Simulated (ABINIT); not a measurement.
# Cr (Im-3m) in ABINIT: further runs, part 2 of 2

ABINIT 10.8.3 (patched build). The steps go on from the part before.

**5. Band structure, PBE, collinear spin, ferromagnetic start**

Input file run.abi:

```
ndtset 2

pp_dirpath "./"
pseudos "Cr.GGA_PBE-JTH.xml"

acell 2.5711422629 2.5711422629 2.5711422629 Angstrom
rprim
    -0.5773502692     0.5773502692     0.5773502692
     0.5773502692    -0.5773502692     0.5773502692
     0.5773502692     0.5773502692    -0.5773502692
ntypat 1
znucl 24
natom 1
typat 1
xred
     0.0000000000     0.0000000000     0.0000000000

ecut 23.0
pawecutdg 45.0

ixc 11

occopt 3
tsmear 0.05 eV

nsppol 2
spinat
     0.0000000000     0.0000000000     3.0000000000

nstep 100

iomode 3
prtwf 0
prteig 0
prtebands 0
enunit 1
prtden1 1
prtvha1 1
prtvclmb1 1
prtpot1 1

kptopt1 1
ngkpt1 12 12 12
nshiftk1 1
shiftk1 0.0 0.0 0.0
nband1 12
tolvrs1 1.0e-9

iscf2 -2
getden2 1
nband2 18
nbdbuf2 4
tolwfr2 1.0e-11
kptopt2 -5
ndivsm2 6
prteig2 1
kptbounds2
     0.0000000000     0.0000000000     0.0000000000
     0.5000000000    -0.5000000000     0.5000000000
     0.0000000000     0.0000000000     0.5000000000
     0.0000000000     0.0000000000     0.0000000000
     0.2500000000     0.2500000000     0.2500000000
     0.5000000000    -0.5000000000     0.5000000000
```

Launch:

```console
$ abinit run.abi > log 2>&1
```

It took 55 s on 1 thread of Arm Neoverse V1, shared host; peak memory 0.13 GiB.

Results (log left out):

* Free energy: -2378.6480 eV
* Pressure: -25.0 GPa
* Band gap on the k mesh: none (metal or under the smearing width)
* Net moment: 0.00 μB per cell
* Valence electrons inside the program's atomic spheres: Cr 12.06 (radii [1.1156] Å)

Levels at the corners of the path, in eV from the Fermi level:
Spin up:
```
point  band 4  band 5  band 6  band 7  band 8  band 9  band 10  band 11
    Γ  -42.81   -7.56   -0.74   -0.74   -0.74    1.02     1.02    21.52
    H  -43.25   -3.60   -3.60    2.10    2.10    2.10     9.64     9.64
    N  -42.82   -3.88   -2.05    0.95    0.99    1.29     2.42     8.37
    Γ  -42.81   -7.56   -0.74   -0.74   -0.74    1.02     1.02    21.52
    P  -43.12   -2.00   -2.00   -2.00    1.34    1.34     9.22     9.22
    H  -43.25   -3.60   -3.60    2.10    2.10    2.10     9.64     9.64
```
Spin down:
```tsv
point	band 5	band 6	band 7	band 8	band 9	band 10
Γ	-7.56	-0.74	-0.74	-0.74	1.02	1.02
H	-3.60	-3.60	2.10	2.10	2.10	9.64
N	-3.88	-2.05	0.95	0.99	1.29	2.42
Γ	-7.56	-0.74	-0.74	-0.74	1.02	1.02
P	-2.00	-2.00	-2.00	1.34	1.34	9.22
H	-3.60	-3.60	2.10	2.10	2.10	9.64
```

Caveat: the starting moments collapsed, and a magnetic state may lie lower; so large a pressure means that the cell lies far from this level's equilibrium, or that cutoff or potentials fall short.

**6. Band structure, PW91, collinear spin, ferromagnetic start**

Changes to run.abi since step 5:

```diff
@@ -5,3 +5,3 @@
 
-acell 2.5711422629 2.5711422629 2.5711422629 Angstrom
+acell 4.8587547043 4.8587547043 4.8587547043
 rprim
@@ -17,9 +17,9 @@
 
-ecut 23.0
+ecut 625.861884 eV
 pawecutdg 45.0
 
-ixc 11
+ixc -109134
 
 occopt 3
-tsmear 0.05 eV
+tsmear 0.00183747
 
@@ -37,5 +37,2 @@
 prtden1 1
-prtvha1 1
-prtvclmb1 1
-prtpot1 1
```

Potentials or basis: JTH PAW PBE v2.0.

Launch:

```console
$ abinit run.abi > log 2>&1
```

run.abo:

```text
.Version 10.8.3 of ABINIT
 DATASET    1 : space group Im -3 m (#229); Bravais cI (body-center cubic)
================================================================================
 Values of the parameters that define the memory need for DATASET  1.
     intxc =       0    ionmov =       0      iscf =      17    lmnmax =      18
     lnmax =       6     mgfft =      24  mpssoang =       3    mqgrid =    3001
     natom =       1  nloc_mem =       2    nspden =       2   nspinor =       1
    nsppol =       2      nsym =      48    n1xccc =       1    ntypat =       1
    occopt =       3   xclevel =       2
       mpw =         475          nfft =       13824          nkpt =          72
 PAW method is used; the additional fine FFT grid is defined by:
   mgfftf=        30    nfftf =     27000
================================================================================
================================================================================

 DATASET    2 : space group Im -3 m (#229); Bravais cI (body-center cubic)
================================================================================
 Values of the parameters that define the memory need for DATASET  2.
     intxc =       0    ionmov =       0      iscf =      -2    lmnmax =      18
     lnmax =       6     mgfft =      24  mpssoang =       3    mqgrid =    3001
     natom =       1  nloc_mem =       2    nspden =       2   nspinor =       1
    nsppol =       2      nsym =      48    n1xccc =       1    ntypat =       1
    occopt =       3   xclevel =       2
       mpw =         478          nfft =       13824          nkpt =          35
 PAW method is used; the additional fine FFT grid is defined by:
   mgfftf=        30    nfftf =     27000
================================================================================
================================================================================

--------------------------------------------------------------------------------
------------- Echo of variables that govern the present computation ------------
--------------------------------------------------------------------------------
 -outvars: echo values of preprocessed input variables --------
            acell      4.8587547043E+00  4.8587547043E+00  4.8587547043E+00 Bohr
              amu      5.19961000E+01
             ecut      2.30000000E+01 Hartree
[... 1075 lines left out ...]
 -62.60726  -34.21589  -34.21589  -34.17213    5.58151    5.58151   10.49739   10.99118
  10.99118   18.42124   18.42124   18.72982   25.41090   25.41090   28.53414   42.54460
  48.37503   51.37706
 kpt#  35, nband= 18, wtk=  1.00000, kpt=  0.5000 -0.5000  0.5000 (reduced coord)
 -62.60080  -34.21240  -34.21240  -34.21240    5.43025    5.43025   11.09627   11.09627
  11.09627   18.68375   18.68375   18.68375   24.78637   24.78637   27.60628   43.16043
  53.08437   53.31262
 Eigenvalues (   eV  ) for nkpt=  35  k points, SPIN DOWN:
 kpt#   1, nband= 18, wtk=  1.00000, kpt=  0.0000  0.0000  0.0000 (reduced coord)
 -62.81313  -33.78033  -33.78033  -33.78033    1.50476    8.25781    8.25781    8.25781
  10.03063   10.03063   30.61295   30.61295   30.61295   36.56089   36.56089   39.58243
  39.59091   39.66210
 kpt#   2, nband= 18, wtk=  1.00000, kpt=  0.0625 -0.0625  0.0625 (reduced coord)
 -62.80376  -33.81315  -33.79573  -33.79573    1.82399    8.24836    8.24836    8.35723
   9.83652   10.10416   29.53869   30.65371   30.65371   34.63719   37.53318   37.53326
  38.38730   39.72823
 kpt#   3, nband= 18, wtk=  1.00000, kpt=  0.1250 -0.1250  0.1250 (reduced coord)
 -62.77763  -33.89937  -33.84026  -33.84026    2.72711    8.25862    8.25862    8.64372
   9.28968   10.30002   27.88407   30.09506   30.09506   31.50551   36.49934   36.49934
  39.76016   41.62232
 kpt#   4, nband= 18, wtk=  1.00000, kpt=  0.1875 -0.1875  0.1875 (reduced coord)
 -62.74004  -34.00783  -33.90811  -33.90811    4.03160    8.37852    8.37852    8.49200
   9.08226   10.58964   26.59315   28.21423   28.21423   28.83221   37.57715   37.57715
  39.90017   42.28831
 kpt#   5, nband= 18, wtk=  1.00000, kpt=  0.2500 -0.2500  0.2500 (reduced coord)
[... 109 lines left out ...]
  10.43687   17.21758   17.21758   18.70027   29.44418   29.44418   33.17718   36.43570
  45.06284   48.62794
 kpt#  33, nband= 18, wtk=  1.00000, kpt=  0.4286 -0.2857  0.4286 (reduced coord)
 -62.62423  -34.22320  -34.22320  -34.06851    5.99640    5.99640    9.16308   10.72906
  10.72906   17.83469   17.83469   18.75509   27.06608   27.06608   30.95242   39.68942
  45.71304   49.80428
 kpt#  34, nband= 18, wtk=  1.00000, kpt=  0.4643 -0.3929  0.4643 (reduced coord)
 -62.60726  -34.21589  -34.21589  -34.17213    5.58151    5.58151   10.49739   10.99118
  10.99118   18.42124   18.42124   18.72982   25.41090   25.41090   28.53414   42.54460
  48.37504   51.37706
 kpt#  35, nband= 18, wtk=  1.00000, kpt=  0.5000 -0.5000  0.5000 (reduced coord)
 -62.60080  -34.21241  -34.21241  -34.21241    5.43025    5.43025   11.09627   11.09627
  11.09627   18.68375   18.68375   18.68375   24.78637   24.78637   27.60628   43.16042
  53.08437   53.31262

== END DATASET(S) ==============================================================
================================================================================

 -outvars: echo values of variables after computation  --------
            acell      4.8587547043E+00  4.8587547043E+00  4.8587547043E+00 Bohr
           etotal1    -8.7492126265E+01
            fcart1    -0.0000000000E+00 -0.0000000000E+00 -0.0000000000E+00
            rprim     -5.7735026920E-01  5.7735026920E-01  5.7735026920E-01
                       5.7735026920E-01 -5.7735026920E-01  5.7735026920E-01
                       5.7735026920E-01  5.7735026920E-01 -5.7735026920E-01
           strten1     8.5256393224E-04  8.5256393224E-04  8.5256393224E-04
                       0.0000000000E+00  0.0000000000E+00  0.0000000000E+00
 Calculation completed.
```

It took 62 s on 1 thread of Arm Neoverse V1, shared host; peak memory 0.12 GiB.

What came out:

```
Free energy                                           : -2380.7820 eV
Pressure                                              : -25.1 GPa
Band gap on the k mesh                                : none (metal or under the smearing width)
Net moment                                            : 0.00 μB per cell
Valence electrons inside the program's atomic spheres : Cr 12.07 (radii [1.1156] Å)
```

Levels at the corners of the path, in eV from the Fermi level:
Spin up:
| point | band 5 | band 6 | band 7 | band 8 | band 9 | band 10 |
| --- | --- | --- | --- | --- | --- | --- |
| Γ | -7.51 | -0.76 | -0.76 | -0.76 | 1.01 | 1.01 |
| H | -3.59 | -3.59 | 2.08 | 2.08 | 2.08 | 9.66 |
| N | -3.86 | -2.06 | 0.98 | 1.00 | 1.28 | 2.40 |
| Γ | -7.51 | -0.76 | -0.76 | -0.76 | 1.01 | 1.01 |
| P | -2.00 | -2.00 | -2.00 | 1.33 | 1.33 | 9.24 |
| H | -3.59 | -3.59 | 2.08 | 2.08 | 2.08 | 9.66 |
Spin down:
```tsv
point	band 4	band 5	band 6	band 7	band 8	band 9	band 10	band 11
Γ	-42.80	-7.51	-0.76	-0.76	-0.76	1.01	1.01	21.59
H	-43.23	-3.59	-3.59	2.08	2.08	2.08	9.66	9.66
N	-42.80	-3.86	-2.06	0.98	1.00	1.28	2.40	8.38
Γ	-42.80	-7.51	-0.76	-0.76	-0.76	1.01	1.01	21.59
P	-43.10	-2.00	-2.00	-2.00	1.33	1.33	9.24	9.24
H	-43.23	-3.59	-3.59	2.08	2.08	2.08	9.66	9.66
```

Caveat: the starting moments collapsed, and a magnetic state may lie lower; so large a pressure means that the cell lies far from this level's equilibrium, or that cutoff or potentials fall short; the potentials were made for another functional, which shifts forces and pressure.
